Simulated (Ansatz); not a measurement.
# Energy, volume and coordination in Ga₂S

Method: Ansatz, DFT PBE, scalar-relativistic, plane waves, PAW. Settings: cutoff 420 eV, Γ-centred meshes spaced at most about 0.3 Å⁻¹, and about 0.25 Å⁻¹ or finer for metals (2π included), Gaussian smearing. No spin polarisation.

Temperature and zero-point effects are left out. Rows are sorted by volume; energies count from the lowest form computed. Coordination counts S atoms around Ga (those within 1.25 times the shortest such distance or 1.15 times the sum of covalent radii; the shortest distance is added where it is long for a bond).

| row | form | source | atoms | coordination | V (Å³/atom) | gap on mesh (eV) | ΔE (meV/atom) |
| --- | --- | --- | --- | --- | --- | --- | --- |
| 1 | I4_1/amd | invented | 6 | Ga 3 | 18.3 | 0 | 7 |
| 2 | P6/mmm | invented | 3 | Ga 3 from 2.9 Å | 18.6 | 0 | ? |
| 3 | anti-cadmium chloride type, R-3m | invented | 3 | Ga 3 | 20.1 | 0 | 0 |
| 4 | anti-fluorite type, Fm-3m | invented | 3 | Ga 4 from 2.9 Å | 25.1 | 0 | 264 |
| 5 | P4_2/mnm | invented | 6 | Ga 2 | 51.8 | 1.17 | 236 |

The cell of row 2:

```cif
data_structure
_symmetry_space_group_name_H-M 'P 1'
_symmetry_Int_Tables_number 1
_cell_length_a 5.0569
_cell_length_b 5.0569
_cell_length_c 2.5260
_cell_angle_alpha 90.000
_cell_angle_beta 90.000
_cell_angle_gamma 120.000
_cell_volume 55.94
loop_
_atom_site_label
_atom_site_type_symbol
_atom_site_fract_x
_atom_site_fract_y
_atom_site_fract_z
_atom_site_occupancy
Ga1 Ga 0.33333 0.66667 0.50000 1
Ga2 Ga 0.66667 0.33333 0.50000 1
S1 S 0.00000 0.00000 0.50000 1
```

Task: How far above the lowest form does the open row lie?

Result: 267 meV/atom, which puts it level, within the accuracy, with row 4, the highest in the table. Counting S atoms around Ga, row 2 has Ga 3 from 2.9 Å and the lowest form (row 3) has Ga 3.

An observed structure of this formula, if there is one, may be missing.

For metals, differences of a few meV/atom aren't resolved. Weakly bound directions are ill-defined at this level, which has no dispersion term (P4_2/mnm), and this can change margins and order among such cells. Kohn–Sham gaps at this level usually fall short of measured ones. Cells relaxed within their symmetry can be saddle points. Some candidate types were left out of the draw beforehand, so a known form may be missing.
